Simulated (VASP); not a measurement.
The system is TiO.

```
Ti O
1.0
     3.00939    0.00000    0.00000
     0.00000    3.00939    0.00000
     0.00000    0.00000    3.68042
Ti O
1 1
Direct
  0.00000 0.00000 0.00000
  0.00000 0.00000 0.50000
```

The cell was built by a generator and needn't be a form met in nature.

* Program: VASP 6.6.1
* Task: relaxation of cell and atoms
* Functional: optB88-vdW
* Potentials or basis: VASP PAW PBE potentials, release 64 (Ti_sv, O)
* Cutoff: 600 eV
* k mesh: 9 × 9 × 7
* Occupations: fermi-dirac, width 0.05 eV
* Spin: no spin polarisation

At the start: pressure -0.5 GPa; volume 16.67 Å³/atom.

Task: Where does the relaxation end?

Result: Over 5 steps the energy falls by 2.1 meV/atom and the volume is 16.23 Å³/atom (-2.6 %); space group P4/mmm (No. 123, to 0.05 Å).

Step by step:
```tsv
step	energy change (eV)	largest force (eV/Å)	pressure (GPa)	volume (Å³)
1	0.0000	0.0000	-0.46	33.33
2	-0.0002	0.0000	-2.16	33.10
3	-0.0016	0.0000	-1.34	33.21
4	-0.0037	0.0000	-0.61	32.80
5	-0.0042	0.0000	0.02	32.46
```

Final structure:
```xyz
2
Lattice="2.9678 0.0000 0.0000 0.0000 2.9678 0.0000 0.0000 0.0000 3.6855" Properties=species:S:1:pos:R:3 pbc="T T T"
Ti    0.0000    0.0000    0.0000
O     0.0000    0.0000    1.8427
```

Caveat: the PAW data sets were made with another functional, which shifts forces and pressure a little.
